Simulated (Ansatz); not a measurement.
NaI, DFT, PBE, all-electron LAPW, scalar-relativistic (Ansatz 0.2.0), run on 1 thread of Arm Neoverse V2 on a shared host.

The cell was built from the rocksalt type and relaxed in the same program; it needn't be a known or the stable phase. The listed cell was then made from it by scaling, straining or moving an atom.

Command: `ansatz run input.yaml --threads 1 --pin off --max-ram 2048MiB --backend cpu --events-out ev --progress --plain --runs-dir out`

```yaml
crystal:
  lattice:
    - [-0.0326423896, 3.2479177601, 3.2479177601]
    - [3.2479177601, -0.0326423896, 3.2479177601]
    - [3.2479177601, 3.2479177601, -0.0326423896]
  atoms:
    - { symbol: Na, position: [0.0, 0.0, 0.0] }
    - { symbol: I, position: [0.5, 0.5, 0.5] }
kpoints:
  mp_grid: { grid: [11, 11, 11] }
scf:
  occupations: { method: fermi_dirac, width: 0.08 }
hamiltonian:
  xc: pbe
  pseudopotentials: { kind: all_electron, lapw: { basis_error: 0.0005 } }
output:
  forces: true
  stress: true
  eigenvalues: true
```

(1) How large is the problem that the program sets up?

(2) About how long does it take?

(3) And the same cell and mesh by frozen-core PAW, asked for forces, stress, eigenvalues, efg, on the same hardware?

(4) And the same cell and mesh by all-electron PAW (datasets made for this crystal), asked for forces, stress, eigenvalues, efg, on the same hardware?

Answers

(1) 146 irreducible k-points, 283 plane waves at Γ, 21 bands.

(2) 17 s of wall time for 7 SCF iterations. Times on shared machines scatter by tens of per cent.

(3) 8.7 s.

(4) 18 s.
